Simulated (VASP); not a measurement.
Wanted: the native input for a VASP 6.6.1 run.

```
Task                   : relaxation of the atoms
Functional             : PBE
Dispersion             : D3(BJ)
Potentials or basis    : VASP PAW PBE potentials, release 64 (Sn_d, S)
Cutoff                 : 520 eV
k mesh                 : 10 × 10 × 6
Occupations            : gaussian, width 0.05 eV
Spin                   : no spin polarisation
Further INCAR settings : ALGO = Normal; EDIFF = 1e-06; IBRION = 2; EDIFFG = -0.01; NSW = 60
```

The structure of SnS2 lies in POSCAR:

```
SnS2
1.0
    3.6390000000      0.0000000000      0.0000000000
   -1.8195000000      3.1514664400      0.0000000000
    0.0000000000      0.0000000000      6.1614000000
Sn S
1 2
Direct
    0.0000000000      0.0000000000      0.0000000000
    0.3333333300      0.6666666700      0.2380952400
    0.6666666700      0.3333333300      0.7619047600
```

The input as run:

INCAR

```
PREC = Accurate ; ENCUT = 520
EDIFF = 1E-6 ; ISMEAR = 0
SIGMA = 0.05 ; LREAL = F
LASPH = T ; NELM = 80
ALGO = Normal ; ISIF = 2
LWAVE = F ; LCHARG = F
GGA = PE ; IVDW = 12
IBRION = 2 ; NSW = 60
EDIFFG = -0.01 ; KPAR = 2
```

KPOINTS

```
Automatic mesh
0
Gamma
  10 10 6
```

Potentials or basis: VASP PAW PBE potentials, release 64 (Sn_d, S).

Command:

```sh
$ cat potpaw_PBE.64/Sn_d/POTCAR potpaw_PBE.64/S/POTCAR > POTCAR
$ mpirun -np 2 vasp_std > vasp.out
```

It gave:

```json
{
 "Energy gained by relaxing": "2.8 meV/atom",
 "Ionic steps": "3",
 "Pressure after relaxing": "0.0 GPa",
 "Largest force after relaxing": "0.004 eV/Å",
 "Band gap on the k mesh": "1.47 eV, indirect (least direct gap 1.86 eV)",
 "Dispersion energy per atom": "-0.313 eV"
}
```

Caveat: spin-orbit coupling is left out, which moves the levels of the heavy elements.

Run time: 100 s on 2 MPI ranks on Intel(R) Xeon(R) Platinum 8375C CPU @ 2.90GHz (Ice Lake) (shared host), peak memory 0.23 GiB a rank.
